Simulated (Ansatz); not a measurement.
# P under strain — field gradients at the nuclei

The cell is an entry of the Crystallography Open Database (COD), relaxed with PBE at fixed cell and then changed (z stretched by 1 %, ions relaxed).

```
P
1.0
     5.50300    0.00000    0.00000
    -1.99327   10.70009    0.00000
    -1.88123   -1.26579   10.89598
P
24
Direct
  0.07725 0.99277 0.67786
  0.92275 0.00723 0.32214
  0.58598 0.17816 0.54035
  0.41402 0.82184 0.45965
  0.17204 0.05155 0.18898
  0.82796 0.94845 0.81102
  0.77580 0.37751 0.55809
  0.22420 0.62249 0.44191
  0.69270 0.30334 0.02653
  0.30730 0.69666 0.97347
  0.23786 0.01299 0.87569
  0.76214 0.98701 0.12431
  0.50586 0.31620 0.67773
  0.49414 0.68380 0.32227
  0.36944 0.32133 0.48057
  0.63056 0.67867 0.51943
  0.07988 0.36841 0.13139
  0.92012 0.63159 0.86861
  0.00723 0.14560 0.80274
  0.99277 0.85440 0.19726
  0.80224 0.49082 0.13454
  0.19776 0.50918 0.86546
  0.76410 0.31944 0.22899
  0.23590 0.68056 0.77101
```

Atoms are numbered from 1 in the order listed; like atoms form one site, named after its first atom.

All values are calculated (Ansatz; DFT, PBE, plane waves and PAW, scalar-relativistic, 420 eV cutoff, Γ-centred 6×3×3 k-points, Fermi–Dirac smearing 0.02 eV), not measured.

V_zz is the principal component of the electric field gradient with the largest magnitude, η = (V_xx − V_yy)/V_zz and C_Q = eQV_zz/h.

Question: Give the quadrupolar parameters of the distinct sites.

Answer: 

| site | atoms (order as listed) | first shell | V_xx, V_yy, V_zz (10²¹ V/m²) | η | C_Q (MHz) |
| --- | --- | --- | --- | --- | --- |
| P1 | 1, 2 | 3 P at 2.21 Å | -0.21, -0.23, 0.44 | 0.03 | – |
| P3 | 3, 4 | 3 P at 2.21 Å | -0.16, -0.28, 0.44 | 0.27 | – |
| P5 | 5, 6 | 3 P at 2.21 Å | -0.11, -0.34, 0.45 | 0.50 | – |
| P7 | 7, 8 | 3 P at 2.21 Å | -0.096, -0.36, 0.45 | 0.58 | – |
| P9 | 9, 10 | 3 P at 2.21 Å | -0.067, -0.27, 0.33 | 0.60 | – |
| P11 | 11, 12 | 3 P at 2.21 Å | -0.075, -0.34, 0.41 | 0.64 | – |
| P13 | 13, 14 | 3 P at 2.20–2.21 Å | -0.11, -0.30, 0.41 | 0.47 | – |
| P15 | 15, 16 | 3 P at 2.20–2.21 Å | -0.13, -0.20, 0.33 | 0.22 | – |
| P17 | 17, 18 | 3 P at 2.21 Å | -0.061, -0.27, 0.33 | 0.63 | – |
| P19 | 19, 20 | 3 P at 2.21 Å | -0.080, -0.38, 0.46 | 0.65 | – |
| P21 | 21, 22 | 3 P at 2.21 Å | -0.14, -0.30, 0.44 | 0.35 | – |
| P23 | 23, 24 | 3 P at 2.21 Å | -0.11, -0.34, 0.45 | 0.51 | – |

The structure holds P–P bonds (2.21 Å). At P1, P5, P7, P9, P11 and P15 and others V_zz stands upright on the plane through its three neighbours (within 11°) in each case.

P has no stable isotope with a ground-state quadrupole moment in the table, so no C_Q is given.

The relaxation (7 steps) took 79 s of wall time (4.9 min of CPU time) and 2.2 GiB at its peak, on 4 threads of Intel Xeon 6975P-C (Granite Rapids) (x86_64; 16 cores open to the job, memory cap 8.0 GiB, no GPU), a shared host with a load of 0.4 a core.
